## Choosing a plane-wave cutoff for tungsten when the pressure matters

A calculation on tungsten costs more as the plane-wave cutoff rises, but too low a cutoff spoils the pressure from which the equilibrium density is found. The cutoff is the highest kinetic energy of the waves from which the electron orbitals are built. The pressure alone is a poor guide to convergence. At 381 eV it lies within about 0.4 GPa of its final value, yet the energy is still 107 meV/atom too high, and at the next cutoff the pressure moves away again. From 490 to 599 eV it hardly changes, which looks like convergence, but it is still more than 1 GPa too low.

DFTK 0.8.2, r2SCAN with the pseudopotential cp2k.nc.sr.pbe.v0_1.largecore.gth (6 valence electrons), for bcc tungsten at a fixed 15.85 Å³/atom. All runs are without spin polarisation, with a 7×7×7 k mesh and Fermi-Dirac smearing of 0.15 eV. The sweep value is the plane-wave cutoff in eV; energies are free energies relative to the highest cutoff.

| sweep value | energy less tightest (meV/atom) | pressure (GPa) |
| --- | --- | --- |
| 299.325 | 229.31 | 15.223 |
| 380.959 | 107.41 | 25.983 |
| 489.805 | 76.47 | 24.275 |
| 598.65 | 26.50 | 24.418 |
| 734.707 | 6.15 | 25.315 |
| 870.764 | 0.44 | 25.570 |
| 1034.03 | 0.38 | 25.552 |
| 1251.72 | 0.00 | 25.570 |

The sweep value is the cutoff in eV, and the energy is counted from the run with the highest cutoff. The energy falls at every step, because extra waves give the orbitals more freedom to find their best shape. The pressure follows no such order: it starts about 10 GPa too low, overshoots slightly at 381 eV, falls below the final value again, and settles only from 871 eV on.

The reason lies in how a pressure is obtained. It measures how the energy changes when the cell is stretched, and the usual stress formula keeps the same set of plane waves during the stretch. All wavelengths then grow with the cell, so the same waves reach a lower kinetic energy. Expansion makes an unfinished basis poorer, which looks like a cost of expanding, and the pressure comes out too low. This error is called Pulay stress.

Its size follows in a few lines. Let E be the energy per atom, V the volume per atom and Ec the cutoff. The number of waves is proportional to V·Ec^(3/2), so holding it fixed makes Ec vary as V^(−2/3). If the basis error depends on the cutoff alone, then

pressure error = (2/(3V)) · dE/d(ln Ec).

The pressure error therefore depends on how steeply the energy is still falling, and not on how far it has left to fall.

Take the step from 489.805 to 598.65 eV. The energy drops by 76.47 − 26.50 = 49.97 meV, while ln Ec rises by ln(598.65/489.805) = 0.201, so the slope is −0.249 eV. With V = 15.85 Å³ the formula gives −0.0105 eV/Å³, or about −1.7 GPa. The computed pressures at the two ends of the step lie on average 1.2 GPa below the final one.

This estimate contains no adjustable constant, and above 381 eV it stays within 0.5 GPa of the interval averages, as the output below shows. Those averages are themselves at most 1.2 GPa in size, and between 381 and 490 eV the estimate is nearly twice the average, so it gives the pattern better than the exact size. A pressure error proportional to the remaining energy error cannot give this pattern. It would have to shrink from each interval to the next, whereas the average shortfall grows from 0.4 GPa between 381 and 490 eV to 1.2 GPa between 490 and 599 eV. The slope formula does worst in the first interval, where it gives −3.4 GPa against an average of −5.0 GPa. There the pressure changes so much that the mean of two end points is a crude measure.

The near agreement at 381 eV fits this picture if the energy curve is already flat there. The table shows only that the curve is much flatter on average in the interval after this cutoff than in the one before. Where it is flat, the Pulay error is small although much energy remains to be gained. Flatness alone would leave the pressure at or below its final value, yet it lies slightly above. A second contribution of opposite sign must then be present. Probably the basis error changes somewhat with volume even at a fixed cutoff, but these runs, all at one volume, do not test this.

Why does the curve flatten and then steepen? The number of added waves is not the cause. The step to 490 eV adds 136 waves and gains 31 meV/atom, while the next adds 133 and gains 50. What differs is how useful the waves are. A wave lowers the energy strongly if the orbitals contain much of its wavelength, and tungsten's compact 5d orbitals need many short ones. The strength of these components may oscillate as the wavelength shortens, and a weak stretch near 400 eV would explain the flat part; this is a guess.

At higher cutoffs the gains fade quickly. From 599 to 735 eV the energy error falls by a factor of 4, and over the next, equally wide step by about 14, counted from the last row. A fast decay is expected of a smooth pseudopotential, which has no sharp features that only very short waves could describe; smoothness alone does not explain why the factor grows. The last two steps gain 0.06 and then 0.38 meV/atom, so the decay is not regular to the end, and convergence to better than about 0.4 meV/atom is not shown.

Of the cutoffs tried, 735 eV is enough if energies are needed to 10 meV/atom. A pressure converged to 0.1 GPa takes 871 eV, which also brings the energy within 1 meV/atom. A cell relaxed at a cutoff where the pressure is too low would end up too small. This one, under positive pressure in every row, would expand, but not far enough.

A converged pressure is still not a correct one. The cell is close to the volume of real tungsten at ambient conditions, where the pressure should be near zero, yet the calculation settles at 25.6 GPa. More plane waves will not remove this. The suspects are the pseudopotential, which freezes the 5s and 5p electrons and was made for a different functional (PBE), and numerical trouble with the kinetic energy density, of which the program warned. These runs do not separate them, and the k mesh and the functional itself, which may also contribute, were not varied.

Printed output of the fit:

```
fit of dpmean on 7 rows: coefficient of errmean -0.02396 +/- 0.0041; rms 0.763, worst 489.805 -1.76, leave-one-out rms 1.5
Energy gained in the interval ending at each cutoff:
      row  cutoff eV  gain meV/atom  plane waves added  gain per added wave meV
  299.325      299.3            n/a                n/a                      n/a
  380.959        381          121.9                 78                    1.563
  489.805      489.8          30.94                136                   0.2275
   598.65      598.6          49.97                133                   0.3757
  734.707      734.7          20.35                184                   0.1106
  870.764      870.8           5.71                212                  0.02693
  1034.03       1034           0.06                273                0.0002198
  1251.72       1252           0.38                409                0.0009291
Pressure error against the final row in GPa:
      row  at the row  interval mean  slope model  slope model less mean
  299.325      -10.35            n/a          n/a                    n/a
  380.959       0.413         -4.967       -3.406                  1.561
  489.805      -1.295         -0.441      -0.8296                -0.3886
   598.65      -1.152         -1.224       -1.678                -0.4546
  734.707      -0.255        -0.7035      -0.6696                0.03387
  870.764           0        -0.1275      -0.2265               -0.09898
  1034.03      -0.018         -0.009    -0.002353               0.006647
  1251.72           0         -0.009      -0.0134              -0.004403
smallest ratio of plane-wave count to sphere estimate: 1.013
largest ratio of plane-wave count to sphere estimate: 1.052
rms miss of slope model over all intervals, GPa: 0.633
largest miss of slope model above 381 eV, GPa: 0.4546
largest miss of rival above 381 eV, GPa: 1.762
factor by which energy error falls from 599 to 735 eV: 4.309
factor by which energy error falls from 735 to 871 eV: 13.98
```
